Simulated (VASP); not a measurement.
# KF (Carobbiite) (Fm-3m) in VASP: further runs

The runs below take KF (Carobbiite) through relaxation of cell and atoms, with PBEsol.

Program: VASP 6.6.1. These are calculated values, not measurements. Logs are shortened: lines on timing, memory, paths and dates and some standing lists are left out, and cuts for length are marked.

## Step 1: Starting point

The structure is cubic, space group Fm-3m (No. 225). The conventional cell has a = 5.312 Å, b = 5.312 Å, c = 5.312 Å, α = 90.00°, β = 90.00°, γ = 90.00°. K (site symmetry m-3m) is surrounded by 6 F at 2.66 Å. F (site symmetry m-3m) is surrounded by 6 K at 2.66 Å.

## Step 2: Relaxation of cell and atoms, PBEsol

Contents of INCAR:

```
PREC = Accurate
ENCUT = 600
EDIFF = 1E-7
ISMEAR = 0
SIGMA = 0.03
LREAL = F
LASPH = T
NELM = 80
ALGO = Normal
ISIF = 3
LWAVE = F
LCHARG = F
GGA = PS
IBRION = 2
NSW = 90
EDIFFG = -0.005
```

Contents of KPOINTS:

```
regular mesh
0
Gamma
  10 10 10
```

Contents of POSCAR:

```
KF                                      
1.0
    0.0000000000      2.6558979372      2.6558979372
    2.6558979372     -0.0000000000      2.6558979372
    2.6558979372      2.6558979372      0.0000000000
  K               F             
     1     1
Direct
     0.0000000000000000    0.0000000000000000    0.0000000000000000
     0.5000000000000000    0.5000000000000000    0.5000000000000000
```

Potentials or basis: VASP PAW PBE potentials, release 64 (K_sv, F).

Run with:

```
> cat potpaw_PBE.64/K_sv/POTCAR potpaw_PBE.64/F/POTCAR > POTCAR
> mpirun -np 1 vasp_std > vasp.out
```

OUTCAR:

```text
PREC = Accurate
   ENCUT = 600
   EDIFF = 1E-7
   ISMEAR = 0
   LREAL = F
   LASPH = T
   NELM = 80
   ISIF = 3
   GGA = PS
   IBRION = 2
   NSW = 90
   EDIFFG = -0.005

 ion  position               nearest neighbor table
   1  0.000  0.000  0.000-   2 2.66   2 2.66   2 2.66   2 2.66   2 2.66   2 2.66
   2  0.500  0.500  0.500-   1 2.66   1 2.66   1 2.66   1 2.66   1 2.66   1 2.66

  LATTYP: Found a face centered cubic cell.
 ALAT       =     5.3117958744

  Lattice vectors:

 A1 = (   0.0000000000,   2.6558979372,   2.6558979372)
 A2 = (   2.6558979372,   0.0000000000,   2.6558979372)
 A3 = (   2.6558979372,   2.6558979372,   0.0000000000)

Analysis of symmetry for initial positions (statically):
=====================================================================
 Subroutine PRICEL returns:
 Original cell was already a primitive cell.

 Routine SETGRP: Setting up the symmetry group for a
 face centered cubic supercell.

 Subroutine GETGRP returns: Found 48 space group operations
 (whereof 48 operations were pure point group operations)
 out of a pool of 48 trial point group operations.

The static configuration has the point symmetry O_h .

Analysis of symmetry for dynamics (positions and initial velocities):
=====================================================================
 Subroutine PRICEL returns:
 Original cell was already a primitive cell.

 Routine SETGRP: Setting up the symmetry group for a
 face centered cubic supercell.

 Subroutine GETGRP returns: Found 48 space group operations
 (whereof 48 operations were pure point group operations)
 out of a pool of 48 trial point group operations.

The dynamic configuration has the point symmetry O_h .

 Subroutine INISYM returns: Found 48 space group operations
 (whereof 48 operations are pure point group operations),
 and found     1 'primitive' translations

----------------------------------------------------------------------------------------

                                     Primitive cell

  volume of cell :      37.4683

  direct lattice vectors                    reciprocal lattice vectors
     0.000000000  2.655897937  2.655897937    -0.188260246  0.188260246  0.188260246
     2.655897937  0.000000000  2.655897937     0.188260246 -0.188260246  0.188260246
     2.655897937  2.655897937  0.000000000     0.188260246  0.188260246 -0.188260246
[... 152 lines left out ...]
     0.000000000  2.655897937  2.655897937    -0.188260246  0.188260246  0.188260246
     2.655897937  0.000000000  2.655897937     0.188260246 -0.188260246  0.188260246
     2.655897937  2.655897937  0.000000000     0.188260246  0.188260246 -0.188260246

 POSITION                                       TOTAL-FORCE (eV/Angst)
 -----------------------------------------------------------------------------------
      0.00000      0.00000      0.00000        -0.000000      0.000000      0.000000
      2.65590      2.65590      2.65590         0.000000     -0.000000     -0.000000
 -----------------------------------------------------------------------------------
    total drift:                                0.000000      0.000000      0.000000

  FREE ENERGIE OF THE ION-ELECTRON SYSTEM (eV)
  ---------------------------------------------------
  free  energy   TOTEN  =        -8.5217309103 eV

  energy  without entropy=       -8.5217309103  energy(sigma->0) =       -8.52173091

--------------------------------------- Ionic step        2  -------------------------------------------

 number of electron      16.0000003 magnetization

 Free energy of the ion-electron system (eV)
  ---------------------------------------------------
  ext. energy  EPLUGINS =         0.00000000
  ---------------------------------------------------
  free energy    TOTEN  =        -8.52174102 eV

  energy without entropy =       -8.52174102  energy(sigma->0) =       -8.52174102

 E-fermi :  -2.6750     XC(G=0):  -8.7008

 val. band max:       -2.8599423600   @ k =   0.0000   0.0000   0.0000
 cond. band min:       3.2668383533   @ k =   0.0000   0.0000   0.0000
 fundamental gap:      6.1267807133
 Fermi energy:        -2.6750046246

 k-point     1 :       0.0000    0.0000    0.0000
  band No.  band energies     occupation
      1     -28.7703      2.00000
      2     -21.3994      2.00000
      3     -12.0675      2.00000
      4     -12.0675      2.00000
      5     -12.0675      2.00000
      6      -2.8599      2.00000
      7      -2.8599      2.00000
      8      -2.8599      2.00000
      9       3.2668      0.00000
     10       7.8267      0.00000
     11       7.8267      0.00000
     12       7.8267      0.00000
[... 331 lines left out ...]
 k-point    24 :       0.4000    0.3000    0.0000
  band No.  band energies     occupation
      1     -28.6628      2.00000
      2     -21.4414      2.00000
      3     -12.4591      2.00000
      4     -12.2533      2.00000
      5     -12.2405      2.00000
      6      -3.2835      2.00000
      7      -2.9677      2.00000
      8      -2.9449      2.00000
      9       5.7536      0.00000
     10       6.4059      0.00000
     11       9.2720      0.00000
     12      10.2158      0.00000

 [... further k-points ...]

------------------------ aborting loop because EDIFF is reached ----------------------------------------

  FORCE on cell =-STRESS in cart. coord.  units (eV):
  Direction    XX          YY          ZZ          XY          YZ          ZX
  --------------------------------------------------------------------------------------
  -------------------------------------------------------------------------------------
  Total       -0.0055288     -0.0055288     -0.0055288      0.0000000      0.0000000     -0.0000000
  in kB       -0.2366661     -0.2366661     -0.2366661      0.0000000      0.0000000     -0.0000000
  external PRESSURE =      -0.2366661 kB  Pullay stress =       0.0000000 kB

 VOLUME and BASIS-vectors are now :
 -----------------------------------------------------------------------------
  energy-cutoff  :      600.00
  volume of cell :       37.43
      direct lattice vectors                 reciprocal lattice vectors
    -0.000000000  2.654969932  2.654969932    -0.188326050  0.188326050  0.188326050
     2.654969932  0.000000000  2.654969932     0.188326050 -0.188326050  0.188326050
     2.654969932  2.654969932  0.000000000     0.188326050  0.188326050 -0.188326050

 POSITION                                       TOTAL-FORCE (eV/Angst)
 -----------------------------------------------------------------------------------
      2.65497      2.65497      0.00000         0.000000     -0.000000      0.000000
      2.65497      2.65497      2.65497        -0.000000      0.000000     -0.000000
 -----------------------------------------------------------------------------------
    total drift:                                0.000000      0.000000      0.000000

  FREE ENERGIE OF THE ION-ELECTRON SYSTEM (eV)
  ---------------------------------------------------
  free  energy   TOTEN  =        -8.5217410181 eV

  energy  without entropy=       -8.5217410181  energy(sigma->0) =       -8.52174102

 reached required accuracy - stopping structural energy minimisation
```

CONTCAR:

```text
KF
   1.00000000000000
    -0.0000000000000000    2.6549699317768178    2.6549699317768178
     2.6549699317768178    0.0000000000000000    2.6549699317768178
     2.6549699317768178    2.6549699317768178    0.0000000000000000
  K               F
     1     1
Direct
     0.0000000000000000    0.0000000000000000    1.0000000000000000
     0.5000000000000000    0.5000000000000000    0.5000000000000000

  0.00000000E+00  0.00000000E+00  0.00000000E+00
  0.00000000E+00  0.00000000E+00  0.00000000E+00
```

It took 23 s on 1 thread of Intel Xeon 6975P-C (Granite Rapids), shared host; peak memory 0.19 GiB.

Results:

| Quantity | Value |
| --- | --- |
| Free energy | -8.5217 eV |
| Relaxed volume | 18.71 Å³/atom |
| Relaxed cell | a = 3.755 Å, b = 3.755 Å, c = 3.755 Å, α = 60.00°, β = 60.00°, γ = 60.00° |
| Space group after relaxing (to 0.05 Å) | Fm-3m (No. 225) |
| Energy gained by relaxing | 0.0 meV/atom |
| Ionic steps | 2 |
| Pressure after relaxing | 0.0 GPa |
| Band gap on the k mesh | 6.13 eV, direct |

Final structure:
```cif
data_structure
_symmetry_space_group_name_H-M 'P 1'
_symmetry_Int_Tables_number 1
_cell_length_a 3.7547
_cell_length_b 3.7547
_cell_length_c 3.7547
_cell_angle_alpha 60.000
_cell_angle_beta 60.000
_cell_angle_gamma 60.000
_cell_volume 37.43
loop_
_atom_site_label
_atom_site_type_symbol
_atom_site_fract_x
_atom_site_fract_y
_atom_site_fract_z
_atom_site_occupancy
K1 K 0.00000 0.00000 0.00000 1
F1 F 0.50000 0.50000 0.50000 1
```

Levels at points of the mesh, in eV from the valence-band top:
| k point | band 6 | band 7 | band 8 | band 9 | band 10 | band 11 |
| --- | --- | --- | --- | --- | --- | --- |
| (0.00, 0.00, 0.00) | 0.00 | 0.00 | 0.00 | 6.13 | 10.69 | 10.69 |
| (0.50, 0.00, 0.00) | -0.83 | -0.37 | -0.37 | 9.05 | 10.60 | 12.14 |
| (0.50, 0.50, 0.00) | -0.20 | -0.05 | -0.05 | 8.11 | 10.34 | 11.81 |

Caveat: the PAW data sets were made with another functional, which shifts forces and pressure a little. Expect the measured gap to be larger: semilocal functionals such as PBEsol lack the derivative discontinuity.

(Part 1 of 3 ends here.)
